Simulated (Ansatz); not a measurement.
Crystal: HfC.

```
Hf C
1.0
    -1.39667    2.49718    1.84734
     1.39667   -2.49718    1.84734
     1.39667    2.49718   -1.84734
Hf C
1 1
Direct
  0.98471 0.98471 0.00000
  0.67945 0.17945 0.50000
```

The cell was built by a generator and needn't be a form met in nature.

```yaml
Program: Ansatz 0.2.0
Task: relaxation of cell and atoms
Functional: PBE
Dispersion: D4
Potentials_or_basis: Ansatz PAW
Cutoff: "420 eV (not typed: the program's choice for these potentials)"
k_mesh: 12 × 12 × 12
Occupations: fermi-dirac, width 0.05 eV
Spin: no spin polarisation
```

At the start: volume 12.89 Å³/atom.

**Question.** Where does the relaxation end?

**Answer.** It ends after 10 steps and the volume is 12.39 Å³/atom (-3.8 %); space group Fm-3m (No. 225, to 0.05 Å).

The path:
| step | energy change (eV) | largest force (eV/Å) | volume (Å³) |
| --- | --- | --- | --- |
| 1 | 0.0000 | 11.0891 | 25.77 |
| 2 | -2.2085 | 5.4880 | 26.62 |
| 3 | -3.5314 | 3.0498 | 25.18 |
| 4 | -4.1328 | 1.6681 | 23.99 |
| 5 | -4.3467 | 0.0044 | 24.67 |
| 6 | -4.3473 | 0.0002 | 24.75 |
| 7 | -4.3473 | 0.0001 | 24.75 |
| 8 | -4.3605 | 0.0000 | 24.75 |
| 9 | -4.3609 | 0.0001 | 24.78 |
| 10 | -4.3609 | 0.0001 | 24.78 |

Final structure:
```yaml
crystal:
  lattice:
    - [-1.63614, 2.31408, 1.63641]
    - [1.63614, -2.31408, 1.63641]
    - [1.63614, 2.31408, -1.63641]
  atoms:
    - { symbol: Hf, position: [0.08209, 0.08209, 0.00000] }
    - { symbol: C, position: [0.58208, 0.08208, 0.50000] }
```

Caveat: the plane-wave basis is chosen anew once the cell has moved, so the energies of steps on either side of that aren't comparable; pairwise dispersion overbinds metals, which lowers pressure and volume.
